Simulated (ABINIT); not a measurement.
A run of ABINIT 10.8.3 (patched build):

run.abi

```
pp_dirpath "./"
pseudos "Ga.upf, N.upf"

acell 3*1.0
rprim
     0.0000000000     4.0350093617     4.0350093617
     4.0350093617     0.0000000000     4.0350093617
     4.0350093617     4.0350093617     0.0000000000
ntypat 2
znucl 31 7
natom 2
typat 1 2
xred
     0.0000000000     0.0000000000     0.0000000000
     0.5000000000     0.5000000000     0.5000000000

ecut 1088.455450 eV

kptopt 1
ngkpt 8 8 8
nshiftk 1
shiftk 0.0 0.0 0.0

ixc 11

nband 13
occopt 3
tsmear 0.05 eV

nstep 100
tolvrs 1.0e-10

iomode 3
prtwf 0
prteig 0
prtebands 0
enunit 1
prtden 1
prtvha 1
prtvclmb 1
prtpot 1
prtelf 1
```

Potentials or basis: PseudoDojo NC SR PBE v0.4.1 standard.

Command:

```sh
$ mpirun --bind-to none -np 4 abinit run.abi > log 2>&1
```

Hardware: 4 MPI ranks on Arm Neoverse V2, on a shared host.

Question: Estimate the wall time of this run.

Answer: It took 6.1 s on 4 MPI ranks on Arm Neoverse V2 (shared host), peak memory 0.24 GiB a rank. Counts: scf iterations 10, mpi ranks 4, k points 29, bands 13, plane waves 1604.
